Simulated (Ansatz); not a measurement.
# Na (P-1) in Ansatz: reference runs

How does Na come out in PBE? The cell is run as given.

All numbers are computed with Ansatz 0.2.0; they aren't measurements. Logs are shortened: lines on timing, memory, paths and dates and some standing lists are left out, and cuts for length are marked.

### Step 1. The cell of the first run

The typed cell holds 1 atom: a = 3.736 Å, b = 3.604 Å, c = 3.719 Å, α = 107.18°, β = 110.23°, γ = 112.18°.

### Step 2. Single point, PBE (cell sheared at random, sigma 0.03, atoms nudged by 0.01 Å)

The input, input.yaml:

```yaml
crystal:
  lattice:
    - [-2.22466642, 2.13942638, 2.10501435]
    - [2.12331061, -2.12596116, 1.99019332]
    - [2.2228803, 2.12417504, -2.09154913]
  atoms:
    - { symbol: Na, position: [0.0, 0.0, 0.0] }
kpoints:
  mp_grid: { grid: [9, 9, 9] }
scf:
  occupations: { method: fermi_dirac, width: 0.05 }
hamiltonian:
  xc: pbe
  pseudopotentials: { kind: all_electron, lapw: { basis_error: 0.001 } }
output:
  forces: true
  stress: true
  eigenvalues: true
  populations: true
```

Potentials or basis: all-electron LAPW, scalar-relativistic.

Run with:

```console
ansatz run input.yaml --threads 1 --pin off --max-ram 3072MiB --backend cpu --events-out ev --progress --plain --runs-dir out
```

The log of the run:

```text
Warning: RAYON_NUM_THREADS=1 ignored (pool sized by the plan → 1); use --threads N
Na: projections on atomic orbitals take those of the free atom 1s2 2s2 2p6 3s1, of charge +0.00 (hamiltonian.pseudopotentials.projection_atoms)
LAPW: plane waves up to 4.631 Å⁻¹, error target 1.0e-3 eV per atom; small_component_spin mean_spin; Na in spheres of 1.802 Å, 9 of its electrons in bands, Dirac shells [] (how accurate: hamiltonian.pseudopotentials.lapw.basis_error, Limitations)
Engine: ansatz 0.2.0, x86_64-unknown-linux-gnu
Pseudopotentials: kind: all_electron
Pseudopotential: Na, LAPW, valence charge 9, lapw/all_electron/scalar/gaussian/Na, Koelling and Harmon's equation, gaussian nucleus
Functional definition: PBE
  parameter kappa = 0.804
  parameter beta = 0.06672455060314922
  exchange = pbe_x(kappa = kappa, mu = beta*pi^2/3)
  correlation = pbe_c(beta = beta)
Crystal: 1 atoms, lattice volume = 37.921 Å³
Basis set: ecut = 81.71224957529991 eV, 61 PW (Γ), exchange–correlation at level 2
Bands: 9, of which v1, the nominal top of the filled ones, is band 5 counted from 1 (4 counted from 0)
Symmetry: 2 space group operations
Space group: P-1 (ITA 2), of the structure as read, at distance tolerance 3.4e-5 Å
k-points: 365 of 729
Non-local potential: Na, projectors of the file, none
Initial density: superposition of atomic densities (chi_scale 0.1, normalization cell)
Initial wavefunctions: plane waves of lowest kinetic energy (no species holds an atomic orbital)
Functional: x = pbe(κ = 0.804, μ = 0.2195149727645171), c = pbe(β = 0.06672455060314922)
iter 1 solved again at ethr=2.59e-5 eV; its pass at ethr=1.00e-1 eV (dr2=2.33e-3 eV) is discarded
SCF iter   1: F=—  HF=-4420.077404 eV  |F-HF|=—  |Δ(HF+E_count)|=         —  Δρ=2.14e-3  dr2=2.33e-3  ethr=2.59e-5  ⟨swp⟩=4.0  Hψ=26693  notcnv=0
preconditioner: auto → Kerker (q_TF=auto, 2.147 Å⁻¹)  [metal: Δε(μ)=0.062 eV  Ē_g=7.752 eV  σ=0.050 eV  W_gap=0.28  n_scr=10 (ndim 8)  ℏωp=6.0 eV  f_vac=0.000  D(μ)=0.33/eV (n_scr^D=0)]
SCF iter   2: F=—  HF=-4420.076677 eV  |F-HF|=—  |Δ(HF+E_count)|=   7.27e-4  Δρ=1.46e-3  dr2=1.22e-3  ethr=2.59e-5  ⟨swp⟩=2.0  Hψ=9345  notcnv=0
SCF iter   3: F=—  HF=-4420.076825 eV  |F-HF|=—  |Δ(HF+E_count)|=   1.47e-4  Δρ=5.96e-4  dr2=2.51e-4  ethr=1.36e-5  ⟨swp⟩=2.0  Hψ=9343  notcnv=0
SCF iter   4: F=—  HF=-4420.076831 eV  |F-HF|=—  |Δ(HF+E_count)|=   6.77e-6  Δρ=3.46e-4  dr2=9.01e-5  ethr=2.79e-6  ⟨swp⟩=2.0  Hψ=9342  notcnv=0
iter 5 solved again at ethr=1.35e-8 eV; its pass at ethr=1.00e-6 eV (dr2=1.21e-6 eV) is discarded
SCF iter   5: F=—  HF=-4420.076888 eV  |F-HF|=—  |Δ(HF+E_count)|=   5.63e-5  Δρ=4.49e-5  dr2=1.21e-6  ethr=1.35e-8  ⟨swp⟩=2.1  Hψ=15809  notcnv=0
SCF iter   6: F=-4420.076888 eV  HF=-4420.076888 eV  |F-HF|=2.98e-8  |Δ(HF+E_count)|=   1.62e-7  Δρ=1.11e-5  dr2=5.16e-8  ethr=1.35e-8  ⟨swp⟩=2.0  Hψ=9342  notcnv=0
SCF 1 converged in 6 iterations: F = -4420.076888 eV  dr2 = 5.16e-8
SCF converged after 6 iterations
Free energy (F): -4420.076888 eV
Harris-Foulkes:  -4420.076888 eV  (|F-HF|=2.98e-8)
Internal energy: -4420.073979 eV  (E = F + TS)
E sigma→0 (E₀):  -4420.075433 eV
Entropy (-TS):   -0.002909 eV (-2.909 meV/atom)
Fermi energy:    1.523892 eV
--- Per-component energies (eV) ---
  E_band       = -243.440050
  E_kinetic    = 4422.875898
  E_xc         = -390.658876
  E_electrostatic = -8452.291000  (all electrons and nuclei)
  E_smearing   = -0.002909  (= −TS)
  E_closure    = 0.000000  (closes the sum)
  E_atoms      = -4418.770368  (free atoms, spherical and without spin; not in F)
  Σ components = -4420.076888   (vs F -4420.076888, Δ=0.00e0)
  Basis errors (estimates in eV, not in F): energy 2.9e-4 per atom: plane waves 2.8e-4 (1.5e-4 summed), levels above the bands 8.3e-71, relativity 1.1e-8, radial functions 2.9e-6, core shells 2.2e-14; eigenvalues (radial functions only) 1.9e-3; not estimated: angular momenta, meshes, grids; target (lapw.basis_error) 1.0e-3; muffin-tin radii Na 1.802 Å
--- Forces (eV/Å), atoms counted from 1 ---
  atom   1  Na     0.00000000     0.00000000     0.00000000
  max |Σ_I F_I| component: 0.00e0 eV/Å
--- Stress (GPa, compression-positive) ---
       -0.254157      -0.000973       0.339965
       -0.000973      -0.134908      -0.046830
        0.339965      -0.046830      -0.163761
  P = ⅓ Tr σ = -0.1843 GPa (-1.843 kbar)
--- Band table (eV; the first three rows and the last of 365) ---
  k-point 0: bands = ["-51.5193", "-23.4253", "-23.4247", "-23.4245", "-1.7267", "12.5921", "12.8972", "13.5103", "13.8575"]
  k-point 1: bands = ["-51.5191", "-23.4288", "-23.4261", "-23.4246", "-1.5198", "10.4987", "12.0863", "12.6485", "13.2682"]
  k-point 2: bands = ["-51.5186", "-23.4388", "-23.4290", "-23.4244", "-0.9039", "7.7965", "11.0969", "11.6400", "12.5277"]
  k-point 364: bands = ["-51.5179", "-23.4468", "-23.4340", "-23.4290", "0.5365", "6.1308", "7.1514", "8.3872", "13.8911"]
--- Löwdin populations: 1 site ---
  site symbol       q [e]
     0     Na     10.9583
  spilling = 0.003790 (of n_electrons = 11.000000)
```

It took 7.8 s on 1 thread of AMD EPYC 7B13 (Zen 3), shared host; peak memory 0.3 GiB.

Results:

- Free energy: -4420.0769 eV
- Pressure: -0.2 GPa
- Band gap on the k mesh: none (metal or under the smearing width)
